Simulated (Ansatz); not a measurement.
Runs of Ansatz 0.2.0 on ZrN. Symmetry: Fm-3m, No. 225, cubic system. Conventional cell: a = 4.600 Å, b = 4.600 Å, c = 4.600 Å, α = 90.00°, β = 90.00°, γ = 90.00°. Around Zr (site symmetry m-3m) lie 6 N at 2.30 Å. N (site symmetry m-3m) has 6 Zr at 2.30 Å as nearest neighbours. 

| task | level | k mesh | cutoff (eV) | smearing | gap on the mesh (eV) | pressure (GPa) |
| --- | --- | --- | --- | --- | --- | --- |
| band structure | BLYP | 10 × 10 × 10 | 280 | fermi-dirac 0.05 eV | - | 7.5 |
| single point | PBEsol | 10 × 10 × 10 | 281 | gaussian 0.1 eV | none | -7.8 |
| band structure | RPBE | 10 × 10 × 10 | 281 | fermi-dirac 0.05 eV | - | (a) |
| elastic constants | LDA | 7 × 7 × 7 | 296 | fermi-dirac 0.05 eV | none | -12.4 |
| phonons | PBEsol | 7 × 7 × 7 | 297 | fermi-dirac 0.05 eV | none | - |

Alike in all rows: potentials or basis all-electron LAPW, scalar-relativistic; no spin polarisation; cell as given; basis error allowed 0.001 eV/atom.

**Question.** Fill in the values left out.

**Answer.** (a) 3.0.

Caveats: the k mesh is thin for a metal, which can move the energy by tens of meV per atom (some runs); a metal's response needs a denser mesh (some runs); the cell is more than 3 GPa from zero pressure, which shifts response properties (some runs); elastic constants of metals need much finer meshes, so these are rough (some runs).

A k mesh can miss the band edges, and the runs leave out spin-orbit coupling on Zr.

A gap of «none» marks a metal or a gap under the smearing width.

Runs at the PBE level aren't shown here.
